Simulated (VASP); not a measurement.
I, 1 atom in the cell. The structure is orthorhombic, space group Fmmm (No. 69). Conventional cell: a = 4.384 Å, b = 4.731 Å, c = 7.820 Å, α = 90.00°, β = 90.00°, γ = 90.00°. Around I (site symmetry mmm) lie 4 I at 3.23 Å. 

```yaml
Program: VASP 6.6.1
Task: single point
Functional: PBE
Potentials_or_basis: VASP PAW PBE potentials, release 64 (I)
Cutoff: 520 eV
k_mesh: 6 × 6 × 6
Occupations: gaussian, width 0.1 eV
Spin: no spin polarisation
Dipole_correction: no
Further_INCAR_settings: ALGO = Fast; EDIFF = 1e-07; NBANDS = 10
```

Potentials or basis: VASP PAW PBE potentials, release 64 (I).

Launch:

```bash
$ cat potpaw_PBE.64/I/POTCAR > POTCAR
$ mpirun -np 1 vasp_std > vasp.out
```

Hardware: 1 thread of Intel(R) Xeon(R) Platinum 8375C CPU @ 2.90GHz (Ice Lake), on a shared host.

Problem. Estimate the wall time of this run.

Solution. Run time: 41 s on 1 thread of Intel(R) Xeon(R) Platinum 8375C CPU @ 2.90GHz (Ice Lake), with other jobs on the host, peak memory 0.17 GiB. Counts: scf iterations 14, k points 46.
